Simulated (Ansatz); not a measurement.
# C: band gap under strain

How does strain move the band edges of C (diamond), and do the functionals agree on it? States: no strain; -4.0 % biaxial strain in x and y, free along z; -3.0 % biaxial strain in x and y, free along z.

Program: Ansatz 0.2.0. PAW datasets, plane waves. Computed at 0 K without zero-point motion; spin polarisation is off.

### 1 Starting point

The unstrained cell was relaxed with r2SCAN; in each strained cell the atoms were relaxed again with r2SCAN. Names of k-points are those of the unstrained zone, where strain can split equivalent points. First state: no strain.

It is cubic, Fd-3m (No. 227); a = 3.560 Å in the conventional setting, 5.64 Å³ an atom. C has 4 C at 1.54 Å.

The structure in full:

```
C
1.0
     0.00000    1.78012    1.78012
     1.78012    0.00000    1.78012
     1.78012    1.78012    0.00000
C
2
Direct
  0.00000 0.00000 0.00000
  0.25000 0.25000 0.25000
```

### 2 No strain: PBE

File input.yaml:

```yaml
crystal:
  lattice:
    - [0.0, 1.7801241425, 1.7801241425]
    - [1.7801241425, 0.0, 1.7801241425]
    - [1.7801241425, 1.7801241425, 0.0]
  atoms:
    - { symbol: C, position: [0.0, 0.0, 0.0] }
    - { symbol: C, position: [0.25, 0.25, 0.25] }
kpoints:
  mp_grid: { grid: [12, 12, 12] }
  band_path:
    path:
      - [0.0, 0.0, 0.0]
      - [0.5, 0.0, 0.5]
      - [0.625, 0.25, 0.625]
      - [0.375, 0.375, 0.75]
      - [0.5, 0.5, 0.5]
      - [0.5, 0.25, 0.75]
      - [0.0, 0.363281, 0.363281]
    npoints: 1
hamiltonian:
  xc: pbe
scf:
  occupations: { method: fermi_dirac, width: 0.02 }
  n_extra_bands: 4
output:
  forces: true
  stress: true
  eigenvalues: true
```

Run with:

```console
ansatz run input.yaml --threads 2 --pin off --max-ram 29491MiB --backend cpu --events-out ev --progress --plain --runs-dir out
```

After this run come: No strain: r2SCAN; No strain: HSE06; No strain: r2SCAN; No strain: G0W0@PBE; -4.0 % biaxial strain in x and y, free along z: PBE; -4.0 % biaxial strain in x and y, free along z: r2SCAN; -4.0 % biaxial strain in x and y, free along z: HSE06; -4.0 % biaxial strain in x and y, free along z: r2SCAN; -4.0 % biaxial strain in x and y, free along z: G0W0@PBE; -3.0 % biaxial strain in x and y, free along z: PBE; -3.0 % biaxial strain in x and y, free along z: r2SCAN; -3.0 % biaxial strain in x and y, free along z: HSE06; -3.0 % biaxial strain in x and y, free along z: r2SCAN; -3.0 % biaxial strain in x and y, free along z: G0W0@PBE.

Q: Predict the outcome of this session.

The runs gave:

Least gap in eV (negative: overlap), with the change from the unstrained cell in brackets. G0W0 is on its own coarse mesh.

```
                                         state  volume change (%)           PBE        r2SCAN         HSE06          G0W0
                                     no strain               +0.0          4.15          4.41          5.30          5.47
-4.0 % biaxial strain in x and y, free along z               -7.0  3.64 (-0.51)  3.86 (-0.55)  4.78 (-0.52)  4.99 (-0.48)
-3.0 % biaxial strain in x and y, free along z               -5.3  3.77 (-0.38)  4.01 (-0.40)  4.92 (-0.38)  5.11 (-0.36)
```

With HSE06, of the states in the table -4.0 % biaxial strain in x and y, free along z shifts the gap most, by -0.518 eV. PBE and HSE06 differ by 1.15 eV on the unstrained gap, and by at most 0.01 eV on its change: PBE follows the response to strain far better than the gap itself. The G0W0 figures hold for the stated bands, cutoff and mesh and aren't extrapolated.
